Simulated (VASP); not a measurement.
Wanted: an ASE script for a VASP 6.6.1 run.

```yaml
Task: equation of state
Functional: revPBE
Dispersion: dDsC
Potentials_or_basis: VASP PAW PBE potentials, release 64 (Ca_sv)
Cutoff: 520 eV
k_mesh: 8 × 8 × 8
Occupations: fermi-dirac, width 0.05 eV
Spin: no spin polarisation
Further_INCAR_settings: ALGO = Fast; EDIFF = 1.00e-06
```

The structure of Ca lies in Ca.xyz:

```xyz
1
Lattice="0.0000000000 2.7942000000 2.7942000000 2.7942000000 0.0000000000 2.7942000000 2.7942000000 2.7942000000 0.0000000000" Properties=species:S:1:pos:R:3 pbc="T T T"
Ca     0.0000000000      0.0000000000      0.0000000000
```

These files were run (other wordings do the same):

run.py

```python
from ase.calculators.vasp import Vasp
from ase.eos import EquationOfState
from ase.io import Trajectory
from ase.io import read
from ase.units import GPa

atoms = read('Ca.xyz')
calc = Vasp(
    directory='calc',
    xc='revpbe',
    pp='PBE',
    setups='recommended',
    prec='Accurate',
    encut=520,
    ediff=1e-06,
    ismear=-1,
    sigma=0.05,
    lreal=False,
    lasph=True,
    nelm=60,
    algo='Fast',
    isif=2,
    lwave=False,
    lcharg=False,
    ivdw=4,
    kpts=[8, 8, 8],
    gamma=True,
)
atoms.calc = calc
cell = atoms.cell.copy()
volumes, energies = [], []
traj = Trajectory('eos.traj', 'w')
for x in [0.94, 0.96, 0.98, 1.0, 1.02, 1.04, 1.06]:
    atoms.set_cell(cell * x ** (1 / 3), scale_atoms=True)
    volumes.append(atoms.get_volume())
    energies.append(atoms.get_potential_energy())
    traj.write(atoms)
    print(f'{x:5.2f} {volumes[-1]:12.5f} {energies[-1]:14.6f}')

v0, e0, B = EquationOfState(volumes, energies, eos='birchmurnaghan').fit()
print(f'V0 = {v0:.4f} A^3, E0 = {e0:.6f} eV, B = {B / GPa:.2f} GPa')
```

Potentials or basis: VASP PAW PBE potentials, release 64 (Ca_sv).

Launch:

```sh
$ python run.py
```

Results of the run:

```
Equilibrium volume                      : 41.76 Å³/atom
Bulk modulus                            : 16.3 GPa
Pressure derivative of the bulk modulus : 3.1 (rough: it moves with the points fitted)
```

Caveat: the PAW data sets were made with another functional, which shifts forces and pressure a little.

Wall time 110 s on 1 thread of Intel(R) Xeon(R) Platinum 8488C (Sapphire Rapids) (shared host), peak memory 0.16 GiB.
